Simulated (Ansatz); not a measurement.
## Stress against strain in HgTe

```yaml
crystal:
  lattice:
    - [0.00000, 3.22350, 3.22350]
    - [3.22350, 0.00000, 3.22350]
    - [3.22350, 3.22350, 0.00000]
  atoms:
    - { symbol: Hg, position: [0.00000, 0.00000, 0.00000] }
    - { symbol: Te, position: [0.75000, 0.75000, 0.75000] }
```

Atom numbers follow the list: Hg1, Te2.

The cell is COD entry 1539232, as deposited and not checked against the literature; nothing was relaxed.

No spin–orbit coupling, which matters for the heavy atoms here.

Computed with DFT, PBEsol, all-electron LAPW, scalar-relativistic in Ansatz 0.2.0.

The runs use a Γ-centred 9×9×9 k mesh, Fermi–Dirac smearing of 0.05 eV, basis error target 0.5 meV/atom, no spin polarisation.

The strain is applied along the Cartesian axes of the cell as listed (γ is the engineering shear, twice εxy = εyz = εzx). Fractional coordinates are held (clamped ions).

σ is the change of stress from the unstrained cell, which is at 1.33 GPa; tension is positive, so slopes are stress–strain coefficients at that pressure. In a metal the k mesh adds noise.

Only quantities that a quadratic follows smoothly over the whole series are listed; rougher ones are left out.

```tsv
γ	σxy (GPa)
-0.0200	-0.88
0.0000	0.00
0.0100	0.41
0.0200	0.79
```

(1) Fit the series and read off the stiffness at zero strain.

(2) One run, at γ = -0.0100, is withheld. Predict its row.

## Answers

(1) Least-squares fits y = p0 + p1 x + p2 x² to the rows give σxy (GPa): p1 = 41.8, p2 = -120. So C44 (clamped ions) = 42 GPa.

(2) The fits give -0.43; the run gave -0.43.
